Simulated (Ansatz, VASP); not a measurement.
NiGe3: VASP beside Ansatz

```
Ni Ge
1.0
     4.02691    0.00000    0.00000
     0.00000    4.02691    0.00000
     0.00000    0.00000    4.02691
Ni Ge
1 3
Direct
  0.00000 0.00000 0.00000
  0.00000 0.50000 0.50000
  0.50000 0.00000 0.50000
  0.50000 0.50000 0.00000
```

Alike in both runs: functional PBE; k mesh 4 × 4 × 4; occupations gaussian, width 0.1 eV; collinear spin.

Ansatz relaxed the structure, and its values are those at the end. VASP's run is a single point on that final structure, the one shown.

```csv
,VASP,Ansatz
version,VASP 6.6.1,Ansatz 0.2.0
potentials or method,"VASP PAW PBE potentials, release 64 (Ni, Ge_d)","scalar-relativistic, plane waves, PAW"
plane-wave cutoff (eV),520,420
valence electrons in the cell,52,60
```

Ansatz gave:

| Property | Result |
| --- | --- |
| gap on the k mesh at the Fermi level (eV) | none |
| pressure (GPa) | -0.2 |
| net moment per atom (μB) | 0.08 |
| size of the moment on the site where the two differ most (μB) | 0.18 |

Question: What did VASP give for the same quantities?

Answer: gap on the k mesh at the Fermi level (eV): none; pressure (GPa): -0.1; net moment per atom (μB): 0.07; size of the moment on the site where the two differ most (μB): 0.16.

Site moments also hang on the region over which each program counts them. A gap of «none» marks a metal or a gap that the smearing closes. The two sets of potentials don't hold the same shells in valence.

Caveats: the k mesh is coarse (spacing up to 0.39 Å⁻¹), so the values aren't converged.
